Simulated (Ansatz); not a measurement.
Si2W under changes of volume

One of the cells (13.479 Å³/atom); the others are scaled copies at fixed shape and fractional positions:

```
CELL_PARAMETERS angstrom
-1.60690 1.60690 3.91495
1.60690 -1.60690 3.91495
1.60690 1.60690 -3.91495
ATOMIC_POSITIONS crystal
W 0.00000 0.00000 0.00000
Si 0.66530 0.66530 0.00000
Si 0.33470 0.33470 0.00000
```

* Program: Ansatz 0.2.0
* Functional: LDA
* Potentials or basis: all-electron LAPW, scalar-relativistic
* Cutoff: 218 eV (chosen from the basis error)
* Basis error allowed: 0.002 eV/atom
* k mesh: 12 × 12 × 12
* Occupations: fermi-dirac, width 0.05 eV
* Spin: no spin polarisation

```tsv
volume (Å³/atom)	energy over the lowest point (meV/atom)	pressure (GPa)	largest force (eV/Å)
12.670	13.26	9.5	0.116
12.939	?	?	?
13.209	0.00	-1.2	0.001
13.479	6.00	-5.8	0.054
13.748	19.27	-9.9	0.103
14.018	39.04	-13.5	0.150
14.287	64.63	-16.8	0.195
```

Question: What does the run at 12.939 Å³/atom give?

Answer: Energy over the lowest point 2.10 meV/atom; pressure 3.9 GPa; largest force 0.056 eV/Å.

Worked out: A Birch-Murnaghan fit of order 3 (a polynomial in V^(-2/3)) to the other rows has its minimum at 13.14 Å³/atom with B0 = V·E''(V) = 241 GPa and B' = 4.3 at fixed shape and positions, which overstates the stiffness. It gives 2.12 meV/atom at 12.939 Å³/atom, against the run's 2.10, and -dE/dV = 3.9 GPa, against 3.9.

Energies are extrapolated to zero smearing.
